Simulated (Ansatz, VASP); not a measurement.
**One calculation of Ta, two programs**

INCAR

```
PREC = Accurate
ENCUT = 520
EDIFF = 1E-6
ISMEAR = -1
SIGMA = 0.08
LREAL = F
LASPH = T
NELM = 60
ALGO = Normal
ISIF = 2
LWAVE = F
LCHARG = F
LDIPOL = T
IDIPOL = 3
DIPOL = 0.5 0.5 0.500
GGA = PE
NBANDS = 36
```

Contents of KPOINTS:

```
regular mesh
0
Gamma
  9 9 1
```

The input POSCAR:

```
Ta
1.0
    4.6945593029      0.0000000000      0.0000000000
   -2.3472796515      4.0656076159      0.0000000000
    0.0000000000      0.0000000000     10.3554000000
Ta
5
Direct
    0.8333333333      0.1666666667      0.3379899465
    0.1666666667      0.8333333333      0.4157792591
    0.5000000000      0.5000000000      0.4999999969
    0.8333333333      0.1666666667      0.5842207373
    0.1666666667      0.8333333333      0.6620100535
```

Input for Ansatz:

```yaml
crystal:
  lattice:
    - [4.6945593029, 0.0, 0.0]
    - [-2.3472796515, 4.0656076159, 0.0]
    - [0.0, 0.0, 10.3554]
  atoms:
    - { symbol: Ta, position: [0.8333333333, 0.1666666667, 0.3379899465] }
    - { symbol: Ta, position: [0.1666666667, 0.8333333333, 0.4157792591] }
    - { symbol: Ta, position: [0.5, 0.5, 0.4999999969] }
    - { symbol: Ta, position: [0.8333333333, 0.1666666667, 0.5842207373] }
    - { symbol: Ta, position: [0.1666666667, 0.8333333333, 0.6620100535] }
kpoints:
  mp_grid: { grid: [9, 9, 1] }
scf:
  occupations: { method: fermi_dirac, width: 0.08 }
hamiltonian:
  xc: pbe
  pseudopotentials: { kind: all_electron, lapw: { basis_error: 0.001 } }
output:
  forces: true
  stress: true
  eigenvalues: true
efield:
  axis: 3
  amplitude: 0
  dipole_correction: true
```

Alike in both runs: task single point; functional PBE; k mesh 9 × 9 × 1; occupations fermi-dirac, width 0.08 eV; no spin polarisation.

|  | VASP | Ansatz |
| --- | --- | --- |
| version | VASP 6.6.1 | Ansatz 0.2.0 |
| potentials or method | VASP PAW PBE potentials, release 64 (Ta_pv) | all-electron LAPW, scalar-relativistic |
| plane-wave cutoff (eV) | 520 | see its input |

|  | VASP | Ansatz | Ansatz less VASP |
| --- | --- | --- | --- |
| rms of the force components (eV/Å) | 0.014 | 0.012 | -0.0015 |

Atom by atom the forces differ by 0.002 eV/Å (rms over components). Ansatz ran all-electron here, so the differences hold the error of VASP's frozen core and of both bases. Ansatz warned: «vacuum_density_over_bound».

Spin-orbit coupling is left out, which matters for the levels of Ta.
